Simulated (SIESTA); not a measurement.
Input of a SIESTA 5.4.2 run:

The input HfO2.fdf:

```
SystemName                      HfO2
SystemLabel                     HfO2
NumberOfSpecies                 2
NumberOfAtoms                   12
%block ChemicalSpeciesLabel
  1  72 Hf
  2   8 O
%endblock ChemicalSpeciesLabel

LatticeConstant                 5.2194633600 Ang
%block LatticeParameters
  1.0000000000 0.9588655662 0.9642150357 90.0000000000 90.0000000000 90.0000000000
%endblock LatticeParameters
AtomicCoordinatesFormat         Fractional
%block AtomicCoordinatesAndAtomicSpecies
     0.9669940000     0.7325208200     0.7414403500  1  Hf
     0.5330060000     0.7325208200     0.2414403500  1  Hf
     0.4669940000     0.2674791800     0.7414403500  1  Hf
     0.0330060000     0.2674791800     0.2414403500  1  Hf
     0.6321274500     0.9286454000     0.8792672600  2  O
     0.8678725500     0.9286454000     0.3792672600  2  O
     0.2339485200     0.5398830500     0.4922923900  2  O
     0.2660514800     0.5398830500     0.9922923900  2  O
     0.7660514800     0.4601169500     0.9922923900  2  O
     0.7339485200     0.4601169500     0.4922923900  2  O
     0.1321274500     0.0713546000     0.8792672600  2  O
     0.3678725500     0.0713546000     0.3792672600  2  O
%endblock AtomicCoordinatesAndAtomicSpecies

%block kgrid.MonkhorstPack
    4   0   0  0.0
    0   4   0  0.0
    0   0   4  0.0
%endblock kgrid.MonkhorstPack
XC.Functional                   GGA
XC.Authors                      PBE
PAO.BasisSize                   DZP
PAO.EnergyShift                 0.003 Ry
Mesh.Cutoff                     800 Ry
OccupationFunction              FD
ElectronicTemperature           0.05 eV
MaxSCFIterations                120
SCF.MustConverge                false
SCF.Mixer.Method                Pulay
SCF.Mixer.Weight                0.25
SCF.Mixer.History               8
SCF.DM.Tolerance                5.0e-05
SCF.H.Tolerance                 1.0e-03 eV
WriteForces                     true
Charge.Mulliken                 end
Charge.Hirshfeld                end
Charge.Voronoi                  end
SaveRho                         true
SaveElectrostaticPotential      true
BandLinesScale                  ReciprocalLatticeVectors
%block BandLines
    1    0.000000   0.000000   0.000000  \Gamma
    7    0.000000   0.500000   0.000000  X
    7    0.000000   0.500000   0.500000  S
    7    0.000000   0.000000   0.500000  Y
    7    0.000000   0.000000   0.000000  \Gamma
    6    0.500000   0.000000   0.000000  Z
    7    0.500000   0.500000   0.000000  U
    7    0.500000   0.500000   0.500000  R
    7    0.500000   0.000000   0.500000  T
    7    0.500000   0.000000   0.000000  Z
    1    0.000000   0.000000   0.500000  Y
    6    0.500000   0.000000   0.500000  T
    1    0.500000   0.500000   0.000000  U
    6    0.000000   0.500000   0.000000  X
    1    0.000000   0.500000   0.500000  S
    6    0.500000   0.500000   0.500000  R
%endblock BandLines
%block PAO.Basis
  Hf 5
  n=5 0 2
    3.241 0.000
  n=6 0 2
    8.163 0.000
  n=5 1 2
    3.929 0.000
  n=6 1 1
    8.163
  n=5 2 2
    7.906 0.000
%endblock PAO.Basis
```

Potentials or basis: PseudoDojo 0.4 standard (PBE files), DZP (energy shift 0.003 Ry; two zetas on semicore shells).

Command:

```bash
$ siesta < HfO2.fdf > HfO2.out 2>&1
```

Predict the Voronoi charges.

Hf +0.68; O -0.35, -0.32 e.

What does it give for the Hirshfeld charges?

Hf +0.66; O -0.34, -0.32 e.

Predict the band gap on the k mesh.

4.31 eV, indirect (least direct gap 4.48 eV).

Stress tensor (GPa, compression positive):
```
12.45  0.00  0.00
 0.00 12.70  0.00
 0.00  0.00 12.18
```

Caveat: short orbitals over semicore shells can move pressures by several GPa; spin-orbit coupling is left out, which moves the levels of the heavy elements; the basis of atomic orbitals isn't converged, which shifts pressures, moduli and gaps.
